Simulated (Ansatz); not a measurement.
Runs of Ansatz 0.2.0 on Ta2C. It takes space group P-3m1 (No. 164, trigonal). Conventional cell: a = 3.106 Å, b = 3.106 Å, c = 4.946 Å, α = 90.00°, β = 90.00°, γ = 120.00°. Ta (site symmetry 3m) is surrounded by 3 C at 2.18 Å. C (site symmetry -3m) is surrounded by 6 Ta at 2.18 Å. 

```csv
task,level,spin,U,cell,hubbard projectors,double counting,points for each segment of the path,gap on the mesh (eV),pressure (GPa),relaxed volume (Å³/atom)
relaxation of cell and atoms,PBEsol,off,-,relaxed,-,-,-,none,0.0,13.61
relaxation of cell and atoms,PBEsol+U,off,Ta d U = 4 eV,relaxed,ortho-atomic (the default),fll (the default),-,none,0.0,13.73
band structure,PBEsol,"SOC, no magnetisation",-,as given,-,-,14,none,-3.5,-
relaxation of cell and atoms,PBEsol+U,off,Ta d U = 3 eV,relaxed,ortho-atomic (the default),fll (the default),-,none,0.0,(a)
relaxation of cell and atoms,PBEsol+U,off,Ta d U = 2 eV,relaxed,ortho-atomic (the default),fll (the default),-,none,0.0,(b)
relaxation of cell and atoms,PBEsol+U,off,Ta d U = 8 eV,relaxed,ortho-atomic (the default),fll (the default),-,none,0.0,13.89
relaxation of cell and atoms,PBEsol+U,off,Ta d U = 6 eV,relaxed,ortho-atomic (the default),fll (the default),-,none,0.0,13.80
relaxation of cell and atoms,PBEsol+U,off,Ta d U = 5 eV,relaxed,ortho-atomic (the default),fll (the default),-,none,0.0,(c)
relaxation of cell and atoms,PBEsol+U,off,Ta d U = 1 eV,relaxed,ortho-atomic (the default),fll (the default),-,none,0.0,13.64
band structure,PBEsol,off,-,as given,-,-,14,none,-3.1,-
```

Alike in all rows: potentials or basis Ansatz PAW; k mesh 10 × 10 × 6; cutoff (eV) 420; smearing fermi-dirac 0.05 eV.

Q: Fill in the values left out.

A: (a) 13.70; (b) 13.67; (c) 13.77.

Caveats: the PAW data sets come from PBE, with cores solved anew for the run's functional, which leaves a small shift of forces and pressure; the plane-wave basis is chosen anew once the cell has moved, so the energies of steps on either side of that aren't comparable (some runs); U without spin polarisation on a metal has little footing (some runs); the U is typed as a test and isn't derived for this compound (some runs); spin-orbit coupling is left out, which moves the levels of the heavy elements (some runs).

A k mesh can miss the band edges, and rows without SOC leave out spin-orbit coupling on Ta.

A gap of «none» marks a metal or a gap under the smearing width.
